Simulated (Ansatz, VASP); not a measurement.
# Al: VASP beside Ansatz

```
Al
1.0
     2.70171    0.00000    0.00000
     0.00000    2.70171    0.00000
     0.00000    0.00000    2.70171
Al
1
Direct
  0.00000 0.00000 0.00000
```

This isn't the form of Al at room conditions, which is fcc.

Alike in both runs: task single point; functional PBEsol; k mesh 16 × 16 × 16; occupations fermi-dirac, width 0.08 eV; no spin polarisation.

|  | VASP | Ansatz |
| --- | --- | --- |
| version | VASP 6.6.1 | Ansatz 0.2.0 |
| potentials or method | VASP PAW PBE potentials, release 64 (Al), cutoff 520 eV | all-electron LAPW, scalar-relativistic |

```tsv
	VASP	Ansatz	Ansatz less VASP
pressure (GPa)	0.1	0.0	-0.09
```

Ansatz ran all-electron here, so the differences hold the error of VASP's frozen core and of both bases.

Caveats: the PAW data sets were made with another functional, which shifts forces and pressure a little (VASP).
